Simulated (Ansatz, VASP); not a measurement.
Au: VASP beside Ansatz

```
CELL_PARAMETERS angstrom
0.00000 2.08564 2.08564
2.08564 0.00000 2.08564
2.08564 2.08564 0.00000
ATOMIC_POSITIONS crystal
Au 0.00000 0.00000 0.00000
```

Alike in both runs: task electric field gradients; functional LDA; k mesh 15 × 15 × 15; occupations fermi-dirac, width 0.03 eV; no spin polarisation.

|  | VASP | Ansatz |
| --- | --- | --- |
| version | VASP 6.6.1 | Ansatz 0.2.0 |
| potentials or method | VASP PAW LDA potentials, release 64 (Au), cutoff 520 eV | all-electron PAW with datasets made for the crystal, scalar-relativistic |

|  | VASP | Ansatz | Ansatz less VASP |
| --- | --- | --- | --- |
| pressure (GPa) | -13.2 | -13.6 | -0.36 |
| Vzz of the field gradient on the site that differs most (V/Å²) | 0.0 | 0.0 | 0.00 |

Ansatz ran all-electron here, so the differences hold the error of VASP's frozen core and of both bases. Ansatz warned: «gradients_without_spin_orbit».

Spin-orbit coupling is left out, which matters for the levels of Au.
